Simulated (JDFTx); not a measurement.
## Si in JDFTx: convergence with rho ratio

Input of the first run (rho ratio 4); the others differ in this setting and in those tied to it:

The input Si.in:

```
lattice \
    7.2401406968    -3.6200703485     0.0000000000 \
    0.0000000000     6.2701457705     0.0000000000 \
    0.0000000000     0.0000000000    11.9669212312
coords-type Lattice
ion Si     0.6666666667     0.3333333333     0.9369905000 1
ion Si     0.3333333333     0.6666666667     0.4369905000 1
ion Si     0.6666666667     0.3333333333     0.5630095000 1
ion Si     0.3333333333     0.6666666667     0.0630095000 1

ion-species pseudo/Si.upf
elec-cutoff 18
elec-ex-corr gga-PBE
kpoint-folding 8 8 4
elec-smearing Fermi 0.0018374661
elec-n-bands 14
electronic-SCF nIterations 100 energyDiffThreshold 1e-09
electronic-minimize nIterations 30 energyDiffThreshold 1e-7
forces-output-coords Cartesian

dump-name run.$VAR
dump End Ecomponents EigStats BandEigs Kpoints Forces Stress
```

Potentials or basis: PseudoDojo-SR-PBE-0.5-stringent with smoothed tails.

Launch:

```console
$ jdftx -c 1 -i Si.in -o Si.out
```

This isn't the form of Si at room conditions, which is diamond.

Hardware: 1 thread of Arm Neoverse V2, on a shared host.

```csv
rho ratio,"energy less the tightest run, at zero smearing (meV/atom)",SCF cycles,CPU time (s),peak memory (GiB)
4,0.00,16,33,0.12
5,0.00,16,34,0.12
6,0.00,16,35,0.13
8,0.00,16,36,0.13
10,0.00,16,39,0.14
```

Against the tightest run, the energy stays within 1 meV/atom from 4 on. The tightest run that finished is the yardstick and may itself not be fully converged.
